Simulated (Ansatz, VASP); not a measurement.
# Si: VASP beside Ansatz

```xyz
2
Lattice="-0.0205 2.7235 2.7440 2.7235 -0.0205 2.7440 2.7030 2.7030 0.0000" Properties=species:S:1:pos:R:3 pbc="T T T"
Si    0.0000    0.0000   -0.0052
Si    1.3515    1.3515    1.3772
```

Change from the starting cell: strained cell.

Alike in both runs: task relaxation of the atoms; functional PBEsol; k mesh 10 × 10 × 10; occupations gaussian, width 0.02 eV; no spin polarisation.

|  | VASP | Ansatz |
| --- | --- | --- |
| version | VASP 6.6.1 | Ansatz 0.2.0 |
| potentials or method | VASP PAW PBE potentials, release 64 (Si) | scalar-relativistic, plane waves, PAW |
| plane-wave cutoff (eV) | 520 | 420 |
| valence electrons in the cell | 8 | 8 |

Ansatz gave:

| Item | Value |
| --- | --- |
| gap on the k mesh at the Fermi level, each at its own relaxed structure (eV) | 0.39 |

Which values does VASP return?

gap on the k mesh at the Fermi level, each at its own relaxed structure (eV): 0.38.

Ansatz warned: «stress_scf_threshold_loose».
